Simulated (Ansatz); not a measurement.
**BeTe5: balancing the decomposition**

All numbers below come from DFT PBE, scalar-relativistic, plane waves, PAW in Ansatz. Settings: cutoff 420 eV, Γ-centred meshes spaced at most about 0.3 Å⁻¹, and about 0.25 Å⁻¹ or finer for metals (2π included), Gaussian smearing. No spin polarisation.

Energies over the elements count from the elements' standard structures at the same level, with no fitted energy shifts.

Temperature and zero-point effects are left out. No dispersion correction is applied, so the spacing and binding between layers, chains or molecules are poorly described (BeTe5 P4/mmm). These runs have no spin–orbit coupling, which can matter for Te. The reference form of Te is held partly by dispersion forces, which this level lacks.

A trial structure of BeTe5 (reached from: Hf5Pb type (P4/mmm); relaxed: space group P4/mmm (No. 123), a = 3.534 Å, c = 12.615 Å) has a formation energy of 0.403 eV/atom. It holds Te–Te pairs (shortest 2.83 Å). At its composition the lowest mixture among the elements and 1 reference phase computed alike (others may be missing) consists of these:

| phase | source | ΔE_f (eV/atom) |
| --- | --- | --- |
| Te (solid) | element | 0.000 |
| BeTe (F-43m) | COD | -0.361 |

Q: Write the balanced decomposition and find its energy per atom, per formula unit and per mole of formula units.

A: Balancing Be and Te gives BeTe5 → 4 Te + BeTe. The left side holds 6 atoms, and the products take 4/6 (Te) and 2/6 (BeTe) of them. The mixture therefore lies at 4/6 × (0.000) + 2/6 × (-0.361) = -0.120 eV/atom. The reaction energy is -0.120 − (0.403) = -0.523 eV/atom. Times 6 atoms that is -3.138 eV per BeTe5, and times 96.485 it is -303 kJ per mole of BeTe5. Decomposition is downhill, so the trial structure is unstable against this mixture.
